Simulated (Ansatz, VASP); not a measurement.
BP in VASP and in Ansatz

INCAR

```
SYSTEM = BP
PREC = Accurate ; ENCUT = 520
EDIFF = 1E-7 ; ISMEAR = -1
SIGMA = 0.05 ; LREAL = .False.
LASPH = .True. ; NELM = 60
ALGO = Normal ; ISIF = 2
LWAVE = .False. ; LCHARG = .False.
GGA = PE ; NBANDS = 11
```

File KPOINTS:

```
regular mesh
0
Gamma
  10 10 10
  0 0 0
```

File POSCAR:

```
BP
1.0
    0.0000000000      2.2840269280      2.2840269280
    2.2840269280      0.0000000000      2.2840269280
    2.2840269280      2.2840269280      0.0000000000
P B
1 1
Direct
    0.7500000000      0.7500000000      0.7500000000
    0.0000000000      0.0000000000      0.0000000000
```

The input input.yaml:

```yaml
crystal:
  lattice:
    - [0.0, 2.284026928, 2.284026928]
    - [2.284026928, 0.0, 2.284026928]
    - [2.284026928, 2.284026928, 0.0]
  atoms:
    - { symbol: P, position: [0.75, 0.75, 0.75] }
    - { symbol: B, position: [0.0, 0.0, 0.0] }
hamiltonian:
  xc: pbe
  pseudopotentials: { kind: paw }
kpoints:
  mp_grid: { grid: [10, 10, 10] }
scf:
  occupations: { method: fermi_dirac, width: 0.05 }
output:
  forces: true
  stress: true
  eigenvalues: true
```

Change from the starting cell: volume scaled by 1.02.

Alike in both runs: task single point; functional PBE; k mesh 10 × 10 × 10; occupations fermi-dirac, width 0.05 eV; no spin polarisation.

```csv
,VASP,Ansatz
version,VASP 6.6.1,Ansatz 0.2.0
potentials or method,"VASP PAW PBE potentials, release 64 (P, B)",Ansatz PAW
plane-wave cutoff (eV),520,420
valence electrons in the cell,8,8
```

Ansatz gave:

* gap on the k mesh at the Fermi level (eV): 1.27
* least direct gap on the mesh (eV): 3.38
* pressure (GPa): -2.0

Problem. Which values does VASP return?

Solution. gap on the k mesh at the Fermi level (eV): 1.27; least direct gap on the mesh (eV): 3.37; pressure (GPa): -2.3.

With one functional, cell and mesh, what is left measures potentials, basis and numerics.

A k mesh can miss the band edges.
